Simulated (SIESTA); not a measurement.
## Sn under changes of volume

One of the cells (27.650 Å³/atom); the others are scaled copies at fixed shape and fractional positions:

```
Sn
1.0
    -2.94014    2.94014    1.59930
     2.94014   -2.94014    1.59930
     2.94014    2.94014   -1.59930
Sn
2
Direct
  0.00000 0.00000 0.00000
  0.75000 0.25000 0.50000
```

| Item | Value |
| --- | --- |
| Program | SIESTA 5.4.2 |
| Functional | LDA |
| Potentials or basis | PseudoDojo 0.4 standard (LDA files) |
| Basis | DZP (energy shift 0.003 Ry; two zetas on semicore shells) |
| Grid cutoff | 500 Ry |
| Energy shift | 0.003 Ry |
| k mesh | 9 × 9 × 9 |
| Occupations | fermi-dirac, width 0.05 eV |
| Spin | no spin polarisation |

```tsv
volume (Å³/atom)	energy over the lowest point (meV/atom)	pressure (GPa)
25.991	2.55	1.4
26.544	0.00	0.1
27.097	1.61	-1.0
27.650	6.96	-2.1
28.203	15.64	-3.0
28.756	27.26	-3.8
29.309	?	?
```

Q: What does the run at 29.309 Å³/atom give?

A: Energy over the lowest point 41.54 meV/atom; pressure -4.5 GPa.

Worked out: A Birch-Murnaghan fit of order 3 (a polynomial in V^(-2/3)) to the other rows has its minimum at 26.60 Å³/atom with B0 = V·E''(V) = 58 GPa and B' = 4.5 at fixed shape and positions, which overstates the stiffness. It gives 41.53 meV/atom at 29.309 Å³/atom, against the run's 41.54, and -dE/dV = -4.5 GPa, against -4.5.

Energies are extrapolated to zero smearing.

Caveats: the basis of atomic orbitals isn't converged, which shifts pressures, moduli and gaps.
